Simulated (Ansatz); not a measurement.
Telling polymorphs of BaTiO3 apart by ⁴⁷Ti

All values are calculated (Ansatz; DFT, PBE, plane waves and PAW, scalar-relativistic, 420 eV cutoff), not measured. Q(⁴⁷Ti) = 302.0 mb, I = 5/2. The cells come from the COD, with the atoms relaxed (PBE, cell held). Calculated pressures reach 4 GPa in size in them. Spin–orbit coupling is left out, which moves gradients at and beside heavy atoms (Ba) by some per cent and at some sites by far more.

Task: A calculated ⁴⁷Ti parameter set reads: |C_Q| = 0.767 MHz, η = 0.00. Which structure does it belong to?
A.
BaTiO3
Space group Amm2 (No. 38); a = 3.9841, b = 5.6741, c = 5.6916 Å.

| site | Wyckoff | site symmetry | x | y | z |
| --- | --- | --- | --- | --- | --- |
| Ba | 2a | mm2 | 0.0000 | 0.0000 | 0.0067 |
| Ti | 2b | mm2 | 0.5000 | 0.0000 | 0.5203 |
| O3 | 2a | mm2 | 0.0000 | 0.0000 | 0.4918 |
| O4 | 4e | m.. | 0.5000 | 0.7545 | 0.7387 |
B.
BaTiO3
```cif
data_BaTiO3
_symmetry_space_group_name_H-M 'P4mm'
_symmetry_Int_Tables_number 99
_cell_length_a 3.9998
_cell_length_b 3.9998
_cell_length_c 4.0180
_cell_angle_alpha 90.000
_cell_angle_beta 90.000
_cell_angle_gamma 90.000
loop_
_atom_site_label
_atom_site_type_symbol
_atom_site_symmetry_multiplicity
_atom_site_Wyckoff_symbol
_atom_site_fract_x
_atom_site_fract_y
_atom_site_fract_z
Ba Ba 1 a 0.0000 0.0000 0.9970
Ti Ti 1 b 0.5000 0.5000 0.4827
O3 O 1 b 0.5000 0.5000 0.0223
O4 O 2 c 0.5000 0.0000 0.5130
```

Result: B. BaTiO3 in P4mm gives |C_Q| = 0.767 MHz, η = 0.00; there Ti has 6 O at 1.85–2.17 Å. BaTiO3 in Amm2 gives |C_Q| = 6.39 MHz, η = 0.35; there Ti has 6 O at 1.87–2.16 Å.
